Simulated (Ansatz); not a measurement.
# ZnSiP2: energy above lowest point and pressure against volume scale

Free energy against uniform scaling of the volume at fixed shape and fractions; periodic cell, basis, potentials, k mesh and filling as listed. The results are calculated, by Ansatz 0.2.0.

The cell before it is scaled or strained (space group I-42d, No. 122):
```
ZnSiP2
1.0
     -2.6867     2.6867     5.2300
      2.6867    -2.6867     5.2300
      2.6867     2.6867    -5.2300
Zn Si P
2 2 4
Direct
  0.00000 0.00000 0.00000
  0.75000 0.25000 0.50000
  0.50000 0.50000 0.00000
  0.25000 0.75000 0.50000
  0.37500 0.39230 0.51730
  0.87500 0.85770 0.48270
  0.60770 0.12500 0.98270
  0.14230 0.62500 0.01730
```

Settings of every row: functional PBEsol; dispersion none; potentials PAW; wave cutoff 500 eV; density cutoff 2000 eV; k mesh 5x5x5; k shift 0x0x0; occupations fermi dirac; smearing width 0.05 eV; spin none.

Limits: the cell comes from a prototype or a list of computed structures and needn't be the stable phase.

| row | volume scale | V (Å³/atom) | energy above lowest point (meV/atom) | pressure (GPa) |
| --- | --- | --- | --- | --- |
| 1 | 0.88 | 16.611 | ? | ? |
| 2 | 0.92 | 17.366 | 33.3 | 8.42 |
| 3 | 0.96 | 18.121 | 5.9 | 3.37 |
| 4 | 1 | 18.876 | 0 | -0.7 |
| 5 | 1.04 | 19.631 | 11.3 | -3.96 |
| 6 | 1.08 | 20.386 | 36.3 | -6.58 |
| 7 | 1.12 | 21.141 | 72.4 | -8.67 |

Question: what energy above lowest point and pressure should row 1 give?

Worked fit of energy above lowest point. Take u = (V_r/V)^(2/3) − 1 with V_r = 19.254 Å³ an atom, which is twice the finite (Eulerian) strain; such expansions in the strain, on which the Birch-Murnaghan equation of state is built, carry the rest volume and the bulk modulus. The shown rows have u = 0.07123, 0.04126, 0.01331, -0.01284, -0.03737, -0.06043. Least squares give energy above lowest point = 3.73 − 437.25 × u + 11749.3 × u² + 3035 × u³ meV/atom; a parabola predicts inner rows, each left out in turn, worse (root mean square 0.28 against 0.034 meV/atom). All shown rows lie on it to the printed digit. Its lowest point lies at u = 0.0185, or V = 18.73 Å³ an atom, and the curvature there gives the bulk modulus at fixed shape and fractions, B = (4/9)(1 + u)² E″(u)/V = 94 GPa. Letting shape and atoms relax would as a rule lower it, by much in layered, chain or molecular crystals. The withheld row has u = 0.10344, so the fit gives 3.73 − 437.25 × (0.10344) + 11749.3 × (0.10344)² + 3035 × (0.10344)³ = 87.6 meV/atom.

The calculation gave 87.3 meV/atom. The fit lies 0.3 meV/atom (0.34 % of the column's range) above it; its largest miss of a shown row is 0.0 meV/atom. This row lies beyond the range of the fit.

Worked fit of pressure. Take u = (V_r/V)^(2/3) − 1 with V_r = 19.254 Å³ an atom, which is twice the finite (Eulerian) strain; such expansions in the strain, on which the Birch-Murnaghan equation of state is built, carry the rest volume and the bulk modulus. The shown rows have u = 0.07123, 0.04126, 0.01331, -0.01284, -0.03737, -0.06043. Least squares give pressure = −2.421 + 124.669 × u + 367.9 × u² + 263.3 × u³ GPa; a parabola predicts inner rows, each left out in turn, worse (root mean square 0.025 against 0.0054 GPa). All shown rows lie on it to the printed digit. The pressure vanishes at u = 0.0184, or V = 18.73 Å³ an atom, and there the bulk modulus at fixed shape and fractions is B = −V dP/dV = (2/3)(1 + u) dP/du = 94 GPa. Letting shape and atoms relax would as a rule lower it, by much in layered, chain or molecular crystals. The withheld row has u = 0.10344, so the fit gives −2.421 + 124.669 × (0.10344) + 367.9 × (0.10344)² + 263.3 × (0.10344)³ = 14.70 GPa.

The calculation gave 14.72 GPa. The fit lies 0.02 GPa (0.086 % of the column's range) below it; its largest miss of a shown row is 0.00 GPa. This row lies beyond the range of the fit.
